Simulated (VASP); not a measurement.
# CdTe (F-43m) in VASP: a series of runs

CdTe is run at these levels: PBEsol; tasks: single point, relaxation of cell and atoms.

Everything below comes from runs of VASP 6.6.1. Logs are shortened: lines on timing, memory, paths and dates and some standing lists are left out, and cuts for length are marked.

**The experiment to reproduce.**

A printed reference work, data compilation reports, for a bulk crystal of CdTe at 0 K: band gap 1.607 eV.

The runs below are set against these values where they give the same quantity.

**1. The cell of the first run**

The structure is cubic, space group F-43m (No. 216). The conventional cell has a = 6.490 Å, b = 6.490 Å, c = 6.490 Å, α = 90.00°, β = 90.00°, γ = 90.00°. Within 3.7 Å of Cd (site symmetry -43m) lie 4 Te at 2.81 Å. Within 3.7 Å of Te (site symmetry -43m) lie 4 Cd at 2.81 Å.

**2. Single point, PBEsol**

Input file INCAR:

```
SYSTEM = CdTe
ALGO = Normal
EDIFF = 1E-6
ENCUT = 520
GGA = PS
ISIF = 2
ISMEAR = 0
LASPH = .TRUE.
LCHARG = .FALSE.
LREAL = .FALSE.
LWAVE = .FALSE.
NBANDS = 16
NELM = 100
PREC = Accurate
SIGMA = 0.01
```

Input file KPOINTS:

```
k-points
0
G
  6 6 6
  0 0 0
```

Input file POSCAR:

```
CdTe
1.0
    0.0000000000      3.2451441831      3.2451441831
    3.2451441831      0.0000000000      3.2451441831
    3.2451441831      3.2451441831      0.0000000000
Cd Te
1 1
Direct
    0.0000000000      0.0000000000      0.0000000000
    0.7500000000      0.7500000000      0.7500000000
```

Potentials or basis: VASP PAW PBE potentials, release 64 (Cd, Te).

On the command line:

```console
$ cat potpaw_PBE.64/Cd/POTCAR potpaw_PBE.64/Te/POTCAR > POTCAR
$ mpirun -np 1 vasp_std > vasp.out
```

OUTCAR:

```text
SYSTEM = CdTe
   EDIFF = 1E-6
   ENCUT = 520
   GGA = PS
   ISIF = 2
   ISMEAR = 0
   LASPH = .TRUE.
   LREAL = .FALSE.
   NELM = 100
   PREC = Accurate

 ion  position               nearest neighbor table
   1  0.000  0.000  0.000-   2 2.81   2 2.81   2 2.81   2 2.81
   2  0.750  0.750  0.750-   1 2.81   1 2.81   1 2.81   1 2.81

  LATTYP: Found a face centered cubic cell.
 ALAT       =     6.4902883662

  Lattice vectors:

 A1 = (   0.0000000000,   3.2451441831,   3.2451441831)
 A2 = (   3.2451441831,   0.0000000000,   3.2451441831)
 A3 = (   3.2451441831,   3.2451441831,   0.0000000000)

Analysis of symmetry for initial positions (statically):
=====================================================================
 Subroutine PRICEL returns:
 Original cell was already a primitive cell.

 Routine SETGRP: Setting up the symmetry group for a
 face centered cubic supercell.

 Subroutine GETGRP returns: Found 24 space group operations
 (whereof 24 operations were pure point group operations)
 out of a pool of 48 trial point group operations.

The static configuration has the point symmetry T_d .

Analysis of symmetry for dynamics (positions and initial velocities):
=====================================================================
 Subroutine PRICEL returns:
 Original cell was already a primitive cell.

 Routine SETGRP: Setting up the symmetry group for a
 face centered cubic supercell.

 Subroutine GETGRP returns: Found 24 space group operations
 (whereof 24 operations were pure point group operations)
 out of a pool of 48 trial point group operations.

The dynamic configuration has the point symmetry T_d .

 Subroutine INISYM returns: Found 24 space group operations
 (whereof 24 operations are pure point group operations),
 and found     1 'primitive' translations

----------------------------------------------------------------------------------------

                                     Primitive cell

  volume of cell :      68.3490

  direct lattice vectors                    reciprocal lattice vectors
     0.000000000  3.245144183  3.245144183    -0.154076359  0.154076359  0.154076359
     3.245144183  0.000000000  3.245144183     0.154076359 -0.154076359  0.154076359
     3.245144183  3.245144183  0.000000000     0.154076359  0.154076359 -0.154076359

  length of vectors
     4.589326916  4.589326916  4.589326916     0.266868082  0.266868082  0.266868082

  position of ions in fractional coordinates (direct lattice)
     0.000000000  0.000000000  0.000000000
     0.750000000  0.750000000  0.750000000

  ion indices of the primitive-cell ions
   primitive index   ion index
                 1           1
                 2           2

----------------------------------------------------------------------------------------

 KPOINTS: k-points

Automatic generation of k-mesh.
 Grid dimensions read from file:
 generate k-points for:    6    6    6

 Generating k-lattice:

  Cartesian coordinates                     Fractional coordinates (reciprocal lattice)
    -0.025679393  0.025679393  0.025679393     0.166666667  0.000000000  0.000000000
     0.025679393 -0.025679393  0.025679393     0.000000000  0.166666667  0.000000000
     0.025679393  0.025679393 -0.025679393     0.000000000  0.000000000  0.166666667

  Length of vectors
     0.044478014  0.044478014  0.044478014

  Shift w.r.t. Gamma in fractional coordinates (k-lattice)
     0.000000000  0.000000000  0.000000000

 Subroutine IBZKPT returns following result:
 ===========================================

 Found     16 irreducible k-points:

 Following reciprocal coordinates:
            Coordinates               Weight
  0.000000  0.000000  0.000000      1.000000
  0.166667  0.000000  0.000000      8.000000
  0.333333  0.000000  0.000000      8.000000
  0.500000  0.000000  0.000000      4.000000
  0.166667  0.166667  0.000000      6.000000
  0.333333  0.166667  0.000000     24.000000
[... 8 lines left out ...]
 -0.333333  0.333333  0.166667     24.000000
 -0.333333  0.500000  0.166667     12.000000
   k-points           NKPTS =     16   k-points in BZ     NKDIM =     16   number of bands    NBANDS=     16
   number of dos      NEDOS =    301   number of ions     NIONS =      2
   total plane-waves  NPLWV =  46656
   dimension x,y,z NGX =    36 NGY =   36 NGZ =   36
   dimension x,y,z NGXF=    72 NGYF=   72 NGZF=   72
   ions per type =               1   1
   NGX,Y,Z   is equivalent  to a cutoff of  13.04, 13.04, 13.04 a.u.
   NGXF,Y,Z  is equivalent  to a cutoff of  26.08, 26.08, 26.08 a.u.
 SYSTEM =  CdTe
   PREC   = accura    normal or accurate (medium, high low for compatibility)
   ISTART =      0    job   : 0-new  1-cont  2-samecut
   ICHARG =      2    charge: 1-file 2-atom 10-const
   ISPIN  =      1    spin polarized calculation?
   LNONCOLLINEAR =      F non collinear calculations
   LSORBIT =      F    spin-orbit coupling
   LASPH  =      T    aspherical Exc in radial PAW
   ENCUT  =  520.0 eV  38.22 Ry    6.18 a.u.   8.53  8.53  8.53*2*pi/ulx,y,z
   NELM   =    100;   NELMIN=  2; NELMDL= -5     # of ELM steps
   EDIFF  = 0.1E-05   stopping-criterion for ELM
   LREAL  =      F    real-space projection
[... 7 lines left out ...]
   TEBEG  =    0.0;   TEEND  =   0.0 temperature during run
   PSTRESS=    0.0 pullay stress
   NELECT =      18.0000    total number of electrons
   NUPDOWN=      -1.0000    fix difference up-down
   EMIN   =  10.00;   EMAX   =-10.00  energy-range for DOS
   EFERMI =   0.00;   METHOD = LEGACY
   ISMEAR =     0;   SIGMA  =   0.01  broadening in eV -4-tet -1-fermi 0-gaus
   EFERMI_NEDOS =   21; number of points for ismear=-14 and -15
   IALGO  =     38    algorithm
   IMIX   =      4    mixing-type and parameters
     AMIX     =   0.40;   BMIX     =  1.00
     AMIX_MAG =   1.60;   BMIX_MAG =  1.00
  volume/ion in A,a.u.               =      34.17       230.62
  Fermi-wavevector in a.u.,A,eV,Ry     =   1.049353  1.982990 14.981947  1.101142
  Thomas-Fermi vector in A             =   2.184312
   LORBIT       =      0    0 simple, 1 ext, 2 COOP (PROOUT), +10 PAW based schemes
   GGA     = PS    functional components
   LHFCALC =     F    Hartree Fock is set to
   AEXX    =    0.0000 exact exchange contribution
   IVDW    =     0    specifies the selected vdW correction
   LEPSILON=     F    determine dielectric tensor
   LRPA    =     F    only Hartree local field effects (RPA)
 non-spin polarized calculation
 Gauss-broadening in eV      SIGMA  =   0.01
  energy-cutoff  :      520.00
  volume of cell :       68.35
 maximum number of plane-waves:      1868
 NGX is ok and might be reduce to    36
   NGX = 17   NGY = 17   NGZ = 17

 number of electron      17.9999997 magnetization

 Free energy of the ion-electron system (eV)
  ---------------------------------------------------
  ext. energy  EPLUGINS =         0.00000000
  ---------------------------------------------------
  free energy    TOTEN  =        -5.48357811 eV

  energy without entropy =       -5.48357811  energy(sigma->0) =       -5.48357811

 E-fermi :   2.2199     XC(G=0):  -8.7607

 val. band max:        2.1756334634   @ k =   0.0000   0.0000   0.0000
 cond. band min:       2.8232672537   @ k =   0.0000   0.0000   0.0000
 fundamental gap:      0.6476337903
 Fermi energy:         2.2198673548

 k-point     1 :       0.0000    0.0000    0.0000
  band No.  band energies     occupation
      1      -9.0115      2.00000
      2      -6.0690      2.00000
      3      -6.0690      2.00000
      4      -6.0690      2.00000
      5      -5.8075      2.00000
      6      -5.8075      2.00000
[... 8 lines left out ...]
     15      11.5110      0.00000
     16      11.5110      0.00000

 k-point     2 :       0.1667    0.0000    0.0000
  band No.  band energies     occupation
      1      -8.9108      2.00000
      2      -6.0503      2.00000
      3      -6.0503      2.00000
      4      -5.9877      2.00000
      5      -5.8087      2.00000
      6      -5.8087      2.00000
[... 8 lines left out ...]
     15      10.5922      0.00000
     16      10.5922      0.00000

 k-point     3 :       0.3333    0.0000    0.0000
  band No.  band energies     occupation
      1      -8.7087      2.00000
      2      -6.0182      2.00000
      3      -6.0182      2.00000
      4      -5.8048      2.00000
      5      -5.8048      2.00000
      6      -5.7124      2.00000
[... 8 lines left out ...]
     15      10.9985      0.00000
     16      10.9985      0.00000

 k-point     4 :       0.5000    0.0000    0.0000
  band No.  band energies     occupation
      1      -8.6092      2.00000
      2      -6.0057      2.00000
      3      -6.0057      2.00000
      4      -5.7986      2.00000
      5      -5.7986      2.00000
      6      -5.4646      2.00000
[... 8 lines left out ...]
     15      12.4240      0.00000
     16      12.4240      0.00000

 k-point     5 :       0.1667    0.1667    0.0000
  band No.  band energies     occupation
      1      -8.8776      2.00000
      2      -6.0314      2.00000
      3      -6.0314      2.00000
      4      -5.9889      2.00000
      5      -5.8159      2.00000
      6      -5.7998      2.00000
[... 8 lines left out ...]
     15      11.2347      0.00000
     16      11.7520      0.00000

 k-point     6 :       0.3333    0.1667    0.0000
  band No.  band energies     occupation
      1      -8.7103      2.00000
      2      -6.0064      2.00000
      3      -5.9950      2.00000
      4      -5.8598      2.00000
      5      -5.7940      2.00000
      6      -5.7368      2.00000
[... 8 lines left out ...]
     15      11.8309      0.00000
     16      11.8884      0.00000
[... 115 lines left out ...]
 k-point    13 :       0.5000    0.5000    0.0000
  band No.  band energies     occupation
      1      -8.4863      2.00000
      2      -5.9139      2.00000
      3      -5.9050      2.00000
      4      -5.9050      2.00000
      5      -5.7767      2.00000
      6      -5.3297      2.00000
[... 8 lines left out ...]
     15      12.9839      0.00000
     16      13.6779      0.00000

 k-point    14 :       0.5000    0.3333    0.1667
  band No.  band energies     occupation
      1      -8.5806      2.00000
      2      -5.9734      2.00000
      3      -5.9659      2.00000
      4      -5.8496      2.00000
      5      -5.7949      2.00000
      6      -5.5005      2.00000
[... 8 lines left out ...]
     15      12.3690      0.00000
     16      13.5387      0.00000

 k-point    15 :      -0.3333    0.3333    0.1667
  band No.  band energies     occupation
      1      -8.5181      2.00000
      2      -5.9659      2.00000
      3      -5.9512      2.00000
      4      -5.8324      2.00000
      5      -5.8046      2.00000
      6      -5.3140      2.00000
[... 8 lines left out ...]
     15      12.5649      0.00000
     16      13.3337      0.00000

 k-point    16 :      -0.3333    0.5000    0.1667
  band No.  band energies     occupation
      1      -8.4876      2.00000
      2      -5.9378      2.00000
      3      -5.9366      2.00000
      4      -5.8558      2.00000
      5      -5.7947      2.00000
      6      -5.2669      2.00000
[... 8 lines left out ...]
     15      13.2030      0.00000
     16      13.4373      0.00000

------------------------ aborting loop because EDIFF is reached ----------------------------------------

  FORCE on cell =-STRESS in cart. coord.  units (eV):
  Direction    XX          YY          ZZ          XY          YZ          ZX
  --------------------------------------------------------------------------------------
  -------------------------------------------------------------------------------------
  Total        0.0678912      0.0678912      0.0678912      0.0000000      0.0000000     -0.0000000
  in kB        1.5914477      1.5914477      1.5914477      0.0000000      0.0000000     -0.0000000
  external PRESSURE =       1.5914477 kB  Pullay stress =       0.0000000 kB

 VOLUME and BASIS-vectors are now :
 -----------------------------------------------------------------------------
  energy-cutoff  :      520.00
  volume of cell :       68.35
      direct lattice vectors                 reciprocal lattice vectors
     0.000000000  3.245144183  3.245144183    -0.154076359  0.154076359  0.154076359
     3.245144183  0.000000000  3.245144183     0.154076359 -0.154076359  0.154076359
     3.245144183  3.245144183  0.000000000     0.154076359  0.154076359 -0.154076359

 POSITION                                       TOTAL-FORCE (eV/Angst)
 -----------------------------------------------------------------------------------
      0.00000      0.00000      0.00000         0.000000      0.000000      0.000000
      4.86772      4.86772      4.86772        -0.000000     -0.000000     -0.000000
 -----------------------------------------------------------------------------------
    total drift:                                0.000000      0.000000      0.000000

  FREE ENERGIE OF THE ION-ELECTRON SYSTEM (eV)
  ---------------------------------------------------
  free  energy   TOTEN  =        -5.4835781061 eV

  energy  without entropy=       -5.4835781061  energy(sigma->0) =       -5.48357811
```

Wall time 16 s (1 thread of Intel Xeon Platinum 8488C (Sapphire Rapids), shared host); peak memory 0.2 GiB.

What came out:

* Free energy: -5.4836 eV
* Pressure: 0.2 GPa
* Band gap on the k mesh: 0.65 eV, direct

Caveat: the PAW data sets were made with another functional, which shifts forces and pressure a little; spin-orbit coupling is left out, which moves the levels of the heavy elements.

**3. Single point, PBEsol**

Input file INCAR:

```
PREC     = Accurate       # precision mode
ENCUT    = 520            # plane-wave cutoff, eV
EDIFF    = 1E-6           # SCF threshold, eV
ISMEAR   = -1             # smearing method
SIGMA    = 0.1            # smearing width, eV
LREAL    = F              # projectors in reciprocal space
LASPH    = T              # aspherical terms in the spheres
NELM     = 60             # most SCF steps
ALGO     = Normal         # electronic algorithm
ISIF     = 2              # what is computed and relaxed
LWAVE    = F              # write WAVECAR
LCHARG   = F              # write CHGCAR
GGA      = PS             # functional
NBANDS   = 16             # bands
```

Input file KPOINTS:

```
Automatic mesh
0
Gamma
  10 10 10
```

Input file POSCAR:

```
CdTe
1.0
    0.0000000000      3.2447046466      3.2447046466
    3.2447046466      0.0000000000      3.2447046466
    3.2447046466      3.2447046466      0.0000000000
Cd Te
1 1
Direct
    0.0000000000      0.0000000000      0.0000000000
    0.7500000000      0.7500000000      0.7500000000
```

Potentials or basis: VASP PAW PBE potentials, release 64 (Cd, Te).

On the command line:

```console
$ cat potpaw_PBE.64/Cd/POTCAR potpaw_PBE.64/Te/POTCAR > POTCAR
$ mpirun -np 1 vasp_std > vasp.out
```

Wall time 36 s (1 thread of Intel Xeon Platinum 8488C (Sapphire Rapids), shared host); peak memory 0.23 GiB.

Results (log left out):

| Property | Result |
| --- | --- |
| Free energy | -5.4904 eV |
| Pressure | 0.2 GPa |
| Band gap on the k mesh | 0.65 eV, direct |

Levels at points of the mesh, in eV from the valence-band top:
| k point | band 5 | band 6 | band 7 | band 8 | band 9 | band 10 | band 11 | band 12 | band 13 | band 14 |
| --- | --- | --- | --- | --- | --- | --- | --- | --- | --- | --- |
| (0.00, 0.00, 0.00) | -7.98 | -7.98 | 0.00 | 0.00 | 0.00 | 0.65 | 4.55 | 4.55 | 4.55 | 7.29 |
| (0.50, 0.00, 0.00) | -7.97 | -7.64 | -4.45 | -0.78 | -0.78 | 1.73 | 5.13 | 5.13 | 6.93 | 8.51 |
| (0.50, 0.50, 0.00) | -7.95 | -7.50 | -4.33 | -1.87 | -1.87 | 2.50 | 2.60 | 8.70 | 9.05 | 9.05 |

Caveat: the PAW data sets were made with another functional, which shifts forces and pressure a little; spin-orbit coupling is left out, which moves the levels of the heavy elements.

(Part 1 of 2 ends here.)
